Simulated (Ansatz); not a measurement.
Molecular dynamics on a 1×1×1 supercell (3 atoms) of K2S (Fm-3m), relaxed with r2SCAN. Forces come from PBE in Ansatz 0.2.0: constant energy and volume (NVE), velocities drawn at 1700 K, steps of 1.5 fs. Classical nuclei, no spin polarisation; a few dozen steps show the first response, not equilibrium.

```yaml
crystal:
  lattice:
    - [0.0, 3.7027186838, 3.7027186838]
    - [3.7027186838, 0.0, 3.7027186838]
    - [3.7027186838, 3.7027186838, 0.0]
  atoms:
    - { symbol: K, position: [0.25, 0.25, 0.25] }
    - { symbol: K, position: [0.75, 0.75, 0.75] }
    - { symbol: S, position: [0.0, 0.0, 0.0] }
kpoints:
  mp_grid: { grid: [4, 4, 4] }
hamiltonian:
  xc: pbe
scf:
  occupations: { method: fermi_dirac, width: 0.146 }
md:
  ensemble: nve
  temperature: 1700
  timestep: 1.5
  n_steps: 40
  initial_velocities: maxwell_boltzmann
  seed: 1992
```

Run as `ansatz run input.yaml --threads 4 --pin off --max-ram 3686MiB --backend cpu --events-out ev --progress --plain --runs-dir out`. Wall time 9.7 s on 4 threads of AMD EPYC 9R45 96-Core Processor (Zen 5), with other jobs on the host, load about 0.3 per core; peak host memory 0.52 GiB.

Q: How do temperature and energy develop?

A: The temperature starts at 1700 K, is lowest at step 29 (180 K, 43.5 fs) and ends at 620 K. The atoms start on their lattice sites with kinetic energy alone, so much of it first passes into potential energy. The conserved energy stays within 0.09 meV an atom. By the last step the atoms have moved 0.26 Å in the root mean square, the drift of the whole cell taken out, 0.30 Å at most.
```csv
step,t (fs),T (K),free energy F from step 0 (meV/atom),kinetic energy (meV/atom),largest force (eV/Å)
0,0,1700,0.0,146.5,0.00
1,1.5,1697,0.3,146.2,0.05
2,3,1688,1.0,145.5,0.10
3,4.5,1673,2.4,144.1,0.15
4,6,1651,4.2,142.3,0.20
5,7.5,1623,6.7,139.8,0.26
6,9,1588,9.7,136.8,0.32
7,10.5,1546,13.2,133.3,0.38
8,12,1499,17.3,129.1,0.45
9,13.5,1445,22.0,124.5,0.51
10,15,1384,27.2,119.3,0.58
11,16.5,1319,32.8,113.6,0.65
12,18,1248,38.9,107.5,0.72
13,19.5,1173,45.4,101.1,0.79
14,21,1094,52.3,94.2,0.86
15,22.5,1012,59.3,87.2,0.93
16,24,928,66.6,79.9,1.00
17,25.5,843,73.9,72.6,1.07
18,27,758,81.2,65.3,1.14
19,28.5,675,88.4,58.1,1.20
20,30,594,95.3,51.2,1.26
21,31.5,518,101.9,44.6,1.31
22,33,446,108.1,38.5,1.36
23,34.5,382,113.7,32.9,1.41
24,36,324,118.6,28.0,1.44
25,37.5,276,122.8,23.8,1.47
26,39,237,126.2,20.4,1.49
27,40.5,208,128.7,17.9,1.50
28,42,189,130.3,16.3,1.51
29,43.5,180,131.0,15.6,1.50
30,45,183,130.8,15.7,1.49
31,46.5,195,129.8,16.8,1.47
32,48,217,127.9,18.7,1.44
33,49.5,248,125.2,21.3,1.40
34,51,286,121.9,24.7,1.35
35,52.5,332,118.0,28.6,1.30
36,54,383,113.6,33.0,1.24
37,55.5,438,108.8,37.8,1.18
38,57,497,103.7,42.8,1.11
39,58.5,558,98.4,48.1,1.04
40,60,620,93.1,53.4,0.97
```

Positions (Å) and forces (eV/Å) at step 40:
```
K    1.693   2.044   1.720     0.452  -0.501  -0.028
K    5.599   5.394   5.796     0.211   0.492  -0.682
S    0.138  -0.040  -0.135    -0.662   0.009   0.709
```
